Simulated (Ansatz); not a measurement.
# Squeezing and shearing wurtzite SiC, size series (200 atoms)

How stiff is wurtzite SiC, size series (200 atoms), and how do its levels respond to strain?

Calculated with Ansatz 0.2.0; Kohn-Sham DFT, PBE, PAW (set soft_1), plane waves.

**1. Set-up**

The cell holds 200 atoms: 100 Si and 100 C. Its edges and angles: a = 15.380 Å, b = 15.380 Å, c = 10.096 Å, α = 90.0°, β = 90.0°, γ = 120.0°. It derives from SiC (wurtzite), repeated 5×5×2. Wurtzite SiC (a = 3.076 Å, c = 5.048 Å), 5 x 5 x 2 conventional cells; every coordinate displaced by a Gaussian of 0.08 Å.

What the set-up can't give: Only the Γ point is sampled.

**2. Single point at the start**

The forces at the start show how far the geometry lies from a minimum of this functional.

File input.yaml:

```yaml
crystal:
  lattice:
    - [15.38, 0.0, 0.0]
    - [-7.69, 13.31947, 0.0]
    - [0.0, 0.0, 10.096]
  atoms:
    - { symbol: Si, position: [0.0072, 0.00252, 0.00204] }
    - { symbol: C, position: [0.06298, 0.13689, 0.06488] }
    - { symbol: Si, position: [0.06554, 0.13664, 0.25402] }
    - { symbol: C, position: [0.00401, 0.00547, 0.30757] }
    - { symbol: Si, position: [0.00079, 0.00345, 0.49234] }
    - { symbol: C, position: [0.0732, 0.13752, 0.56027] }
    - { symbol: Si, position: [0.07697, 0.14874, 0.75154] }
    - { symbol: C, position: [0.00134, 0.00285, 0.81427] }
    - { symbol: Si, position: [0.01074, 0.20269, 0.01031] }
    - { symbol: C, position: [0.07422, 0.3262, 0.06461] }
    - { symbol: Si, position: [0.06617, 0.32833, 0.25338] }
    - { symbol: C, position: [0.00073, 0.19843, 0.31816] }
    - { symbol: Si, position: [0.00195, 0.20921, 0.50632] }
    - { symbol: C, position: [0.06051, 0.33428, 0.55802] }
    - { symbol: Si, position: [0.05747, 0.32962, 0.75984] }
    - { symbol: C, position: [0.00452, 0.2085, 0.82131] }
    - { symbol: Si, position: [0.9964, 0.40915, 7.0e-05] }
    - { symbol: C, position: [0.04578, 0.52075, 0.06232] }
    - { symbol: Si, position: [0.06324, 0.53251, 0.26758] }
    - { symbol: C, position: [0.99682, 0.40124, 0.30716] }
    - { symbol: Si, position: [0.00859, 0.41061, 0.49381] }
    - { symbol: C, position: [0.06177, 0.51763, 0.57335] }
    - { symbol: Si, position: [0.05923, 0.53247, 0.73754] }
    - { symbol: C, position: [0.99351, 0.40321, 0.81957] }
    - { symbol: Si, position: [0.00088, 0.6026, 0.98921] }
    - { symbol: C, position: [0.07736, 0.7277, 0.06101] }
    - { symbol: Si, position: [0.0534, 0.7261, 0.25922] }
    - { symbol: C, position: [0.00215, 0.60928, 0.32213] }
    - { symbol: Si, position: [0.98626, 0.59369, 0.50116] }
    - { symbol: C, position: [0.07281, 0.74214, 0.57509] }
    - { symbol: Si, position: [0.07642, 0.74682, 0.76492] }
    - { symbol: C, position: [0.00939, 0.60361, 0.81649] }
    [... 162 atom lines left out ...]
    - { symbol: Si, position: [0.85789, 0.93131, 0.25201] }
    - { symbol: C, position: [0.791, 0.7912, 0.31099] }
    - { symbol: Si, position: [0.79186, 0.78582, 0.49386] }
    - { symbol: C, position: [0.87636, 0.93462, 0.56129] }
    - { symbol: Si, position: [0.87184, 0.93399, 0.74782] }
    - { symbol: C, position: [0.79851, 0.80131, 0.81376] }
kpoints:
  mp_grid: { grid: [1, 1, 1] }
hamiltonian:
  xc: pbe
  pseudopotentials: { kind: paw, azcp: { folder: soft_1 } }
scf:
  occupations: { method: fixed }
output:
  forces: true
```

Launch:

```sh
$ ansatz run input.yaml --threads 4 --pin off --max-ram 8192MiB --backend cpu --events-out ev --progress --plain --runs-dir out
```

Numbers of over 12 decimals in the logs are rounded to 6 here.

The log of the run:

```text
[...]
Pseudopotentials: kind: paw
Pseudopotential: Si, paw, valence charge 4, recommended cutoff 420 eV (normal), soft_1/Si.paw.azcp
Pseudopotential: C, paw, valence charge 4, recommended cutoff 420 eV (normal), soft_1/C.paw.azcp
[... 5 lines on functional and potentials left out ...]
Crystal: 200 atoms, lattice volume = 2068.200 Å³
Basis set: ecut = 420 eV, 40401 PW (Γ), exchange–correlation on 216×216×144 points (8 copies of the dense FFT grid, shifted against one another)
Bands: 600, of which v1, the nominal top of the filled ones, is band 400 counted from 1 (399 counted from 0)
Symmetry: 1 space group operations
Space group: P1 (ITA 1), of the structure as read, at distance tolerance 1.3e-4 Å
k-points: 1
[... 5 lines on functional and potentials left out ...]
Initial density: superposition of atomic densities (chi_scale 0.1, normalization cell, long waves kept (reshape's long-wave potential 0.07 eV rms))
Initial wavefunctions: pseudopotential atomic-orbital guess
[...]
SCF iter   1: F=—  HF=-88827.249767 eV  |F-HF|=—  |Δ(HF+E_count)|=         —  Δρ=1.44e-1  dr2=5.32e2  ethr=3.10e-3  ⟨swp⟩=5.0  Hψ=2032  notcnv=0  defer=194
preconditioner: auto → Resta (q_TF=auto, 2.329 Å⁻¹)  ε∞=4.3  [insulator: Δε(μ)=3.720 eV  Ē_g=12.691 eV  n_scr=438 (ndim 8)  ℏωp=23.1 eV  f_vac=0.000  ε∞_Penn≈4.3]
SCF iter   2: F=—  HF=-88673.763922 eV  |F-HF|=—  |Δ(HF+E_count)|=    1.53e2  Δρ=4.75e-2  dr2=4.16e1  ethr=3.10e-3  ⟨swp⟩=4.0  Hψ=1327  notcnv=0  defer=194
SCF iter   3: F=—  HF=-88664.501991 eV  |F-HF|=—  |Δ(HF+E_count)|=    9.26e0  Δρ=1.92e-2  dr2=5.10e0  ethr=3.10e-3  ⟨swp⟩=2.0  Hψ=841  notcnv=0  defer=120
automatic band count: iteration 3 solves 526 bands in place of 600: the levels show a gap, and the empty bands left out lie too high to hold charge; the band table lists the bands solved (type scf.n_extra_bands for more)
SCF iter   4: F=—  HF=-88664.159195 eV  |F-HF|=—  |Δ(HF+E_count)|=   3.43e-1  Δρ=2.82e-3  dr2=1.97e-1  ethr=6.38e-4  ⟨swp⟩=3.0  Hψ=808  notcnv=0  defer=124
SCF iter   5: F=—  HF=-88664.170326 eV  |F-HF|=—  |Δ(HF+E_count)|=   1.11e-2  Δρ=1.04e-3  dr2=2.27e-2  ethr=2.46e-5  ⟨swp⟩=3.0  Hψ=811  notcnv=0  defer=124
[...]
SCF iter  10: F=—  HF=-88664.187063 eV  |F-HF|=—  |Δ(HF+E_count)|=   5.22e-7  Δρ=2.71e-6  dr2=1.73e-7  ethr=1.76e-10  ⟨swp⟩=2.0  Hψ=807  notcnv=0  defer=121
SCF iter  11: F=-88664.187063 eV  HF=-88664.187063 eV  |F-HF|=4.37e-10  |Δ(HF+E_count)|=   6.03e-8  Δρ=7.46e-7  dr2=1.35e-8  ethr=1.25e-11  ⟨swp⟩=5.0  Hψ=1631  notcnv=0
SCF 1 converged in 11 iterations: F = -88664.187063 eV  dr2 = 1.35e-8
[...]
SCF converged after 11 iterations
Free energy (F): -88664.187063 eV
Harris-Foulkes:  -88664.187063 eV  (|F-HF|=4.37e-10)
Internal energy: -88664.187063 eV  (E = F + TS)
E sigma→0 (E₀):  -88664.187063 eV
Fermi energy:    10.083442 eV
--- Per-component energies (eV) ---
[...]
Σ components = -88664.187063   (vs F -88664.187063, Δ=0.00e0)
--- Forces (eV/Å), atoms counted from 1 ---
  atom   1  Si    -2.83689117     0.58865581     0.07700626
  atom   2  C      5.36580409    -2.88927547     0.68260045
  atom   3  Si     1.28860457     0.16187648    -0.86958801
  atom   4  C     -2.95166735    -0.88237299     0.86958617
[...]
atom 200  C     -0.58696637    -1.30211546    -3.22233619
  max |Σ_I F_I| component: 2.88e-5 eV/Å
```

It took 30 s on 4 threads of AMD EPYC 9B14 (Zen 4), shared host; peak memory 3.2 GiB; 1.8 min of CPU time.

The r.m.s. force at the start is 2.5 eV/Å.

**3. Cell and atoms relaxed**

Cell and atoms are freed together, to release stress as well as forces.

File input.yaml:

```yaml
crystal:
  lattice:
    - [15.38, 0.0, 0.0]
    - [-7.69, 13.31947, 0.0]
    - [0.0, 0.0, 10.096]
  atoms:
    [... the 200 atom lines of step 2 ...]
kpoints:
  mp_grid: { grid: [1, 1, 1] }
hamiltonian:
  xc: pbe
  pseudopotentials: { kind: paw, azcp: { folder: soft_1 } }
scf:
  occupations: { method: fixed }
output:
  forces: true
relax:
  f_tol: 0.05
  max_steps: 150
  cell: {}
```

The log of the run:

```text
[...]
Crystal: 200 atoms, lattice volume = 2068.200 Å³
Basis set: ecut = 420 eV, 40401 PW (Γ), exchange–correlation on 216×216×144 points (8 copies of the dense FFT grid, shifted against one another)
Bands: 600, of which v1, the nominal top of the filled ones, is band 400 counted from 1 (399 counted from 0)
Symmetry: 1 space group operations
[...]
k-points: 1
[...]
SCF iter   1: F=—  HF=-88827.249767 eV  |F-HF|=—  |Δ(HF+E_count)|=         —  Δρ=1.44e-1  dr2=5.32e2  ethr=3.10e-3  ⟨swp⟩=5.0  Hψ=2032  notcnv=0  defer=194
[...]
SCF iter  11: F=-88664.187063 eV  HF=-88664.187063 eV  |F-HF|=4.66e-10  |Δ(HF+E_count)|=   6.03e-8  Δρ=7.46e-7  dr2=1.35e-8  ethr=1.25e-11  ⟨swp⟩=5.0  Hψ=1631  notcnv=0
SCF 1 converged in 11 iterations: F = -88664.187063 eV  dr2 = 1.35e-8
[...]
relax step   1: F+E_penalty+E_count = -88664.18706292 eV  Δ(F+E_penalty+E_count) = +0.000e0 eV  max|allowed force component| = 1.118e1 eV/Å  Δτ_max = 0.0000 Å  P = +9.460 GPa  Ω = 2068.200 Å³  (11 SCF iters, dr2 threshold 1.00e-7 eV, accepted)
[...]
relax step   2: F+E_penalty+E_count = -88700.76954393 eV  Δ(F+E_penalty+E_count) = -3.658e1 eV  max|allowed force component| = 5.342e0 eV/Å  Δτ_max = 0.1955 Å  P = +3.621 GPa  Ω = 2086.448 Å³  energy of the carried Pulay correction = -1.647e-2 eV  (7 SCF iters, dr2 threshold 2.00e-5 eV, accepted)
[...]
relax step   3: F+E_penalty+E_count = -88714.16607028 eV  Δ(F+E_penalty+E_count) = -1.340e1 eV  max|allowed force component| = 1.499e-1 eV/Å  Δτ_max = 0.1900 Å  P = +0.291 GPa  Ω = 2098.661 Å³  energy of the carried Pulay correction = -2.741e-2 eV  (6 SCF iters, dr2 threshold 2.00e-5 eV, accepted)
[...]
relax step   4: F+E_penalty+E_count = -88714.17498318 eV  Δ(F+E_penalty+E_count) = -8.913e-3 eV  max|allowed force component| = 2.641e-3 eV/Å  Δτ_max = 0.0059 Å  P = +0.007 GPa  Ω = 2101.416 Å³  energy of the carried Pulay correction = -2.987e-2 eV  (5 SCF iters, dr2 threshold 1.40e-6 eV, accepted)
relax step   5: F+E_penalty+E_count = -88714.20382948 eV  Δ(F+E_penalty+E_count) = -2.885e-2 eV  max|allowed force component| = 2.624e-3 eV/Å  Δτ_max = 0.0000 Å  P = +0.033 GPa  Ω = 2101.416 Å³  stress off target by 5.82e-2 GPa  SCF on the basis re-selected at this cell (its energy is not comparable with the rows above)  (5 SCF iters)
[...]
relax step   6: F+E_penalty+E_count = -88714.20360885 eV  Δ(F+E_penalty+E_count) = +2.206e-4 eV  max|allowed force component| = 2.018e-4 eV/Å  Δτ_max = 0.0002 Å  P = -0.002 GPa  Ω = 2101.756 Å³  energy of the carried Pulay correction = -3.007e-4 eV  (5 SCF iters, accepted)
[...]
relax step   7: F+E_penalty+E_count = -88714.20466817 eV  Δ(F+E_penalty+E_count) = -1.059e-3 eV  max|allowed force component| = 2.056e-4 eV/Å  Δτ_max = 0.0000 Å  P = -0.002 GPa  Ω = 2101.756 Å³  stress off target by 4.90e-3 GPa  SCF on the basis re-selected at this cell (its energy is not comparable with the rows above)  (4 SCF iters)
[...]
SCF converged after 4 iterations
Free energy (F): -88714.204668 eV
[...]
Internal energy: -88714.204668 eV  (E = F + TS)
E sigma→0 (E₀):  -88714.204668 eV
Fermi energy:    9.435693 eV
[...]
--- Forces (eV/Å), atoms counted from 1 ---
  atom   1  Si    -0.00008087    -0.00000221    -0.00007450
  atom   2  C      0.00008848    -0.00006293     0.00009712
  atom   3  Si    -0.00001361    -0.00003819    -0.00016913
  atom   4  C     -0.00000525    -0.00000087     0.00012457
  atom   5  Si     0.00001122     0.00000609    -0.00010629
  atom   6  C      0.00005573    -0.00000777     0.00013009
  atom   7  Si    -0.00000240    -0.00003762    -0.00007368
  atom   8  C     -0.00000031     0.00004612     0.00014478
  atom   9  Si    -0.00010849     0.00006166    -0.00016099
  atom  10  C      0.00008447     0.00000409     0.00020563
  atom  11  Si    -0.00004990    -0.00000775    -0.00019600
  atom  12  C      0.00004843     0.00002494     0.00011516
  atom  13  Si    -0.00004812    -0.00005251    -0.00016597
  atom  14  C      0.00007694    -0.00003634     0.00014674
[...]
atom 199  Si    -0.00003780    -0.00002668    -0.00016162
  atom 200  C      0.00003629    -0.00001528     0.00008571
  max |Σ_I F_I| component: 4.15e-6 eV/Å
--- Stress (GPa, compression-positive) ---
       -0.004897      -0.000010       0.000042
       -0.000010      -0.004801      -0.000018
        0.000042      -0.000018       0.003409
  P = ⅓ Tr σ = -0.0021 GPa (-0.021 kbar)
--- Relaxed structure (5 steps of the walk, 5 accepted, 2 SCFs on fresh bases) ---
  F+E_penalty+E_count = -88714.20466817 eV   max|allowed force component| = 2.056e-4 eV/Å   (the final SCF, on the basis selected at the relaxed cell)
  cell:  # Å, volume = 2101.7562 Å³
    - [15.459719, -1.568622012765682e-7, -1.0088952561901974e-6]
    - [-7.729860, 13.388504, 1.276124814225259e-6]
    - [-6.622761057539813e-7, 5.849221381308789e-7, 10.154269]
  atoms:
    - { symbol: Si, position: [-0.000388256, -9.848142658803064e-5, 0.000810861] }
    - { symbol: C, position: [0.066278, 0.133235, 0.062674] }
    - { symbol: Si, position: [0.066278, 0.133235, 0.250812] }
    - { symbol: C, position: [-0.000389085, -9.87781037285645e-5, 0.312674] }
[...]
- { symbol: C, position: [0.799611, 0.799901, 0.812674] }
```

Elapsed: 2.3 min, on 4 threads; peak memory 3.2 GiB; 8.5 min of CPU time.

The relaxation converged after 5 steps, with a largest force component of 2.1e-4 eV/Å.

(Part 1 of 3 ends here.)

[Logs are printed without paths, hosts, clocks, repeated set-up lines and the standing remarks that a program may print on its own settings, such as how far it seeks lower states.]

[Hosts, paths, dates, database ids (printed as entryN), source tags and the programs' standing remarks are cut or masked in the printed files.]
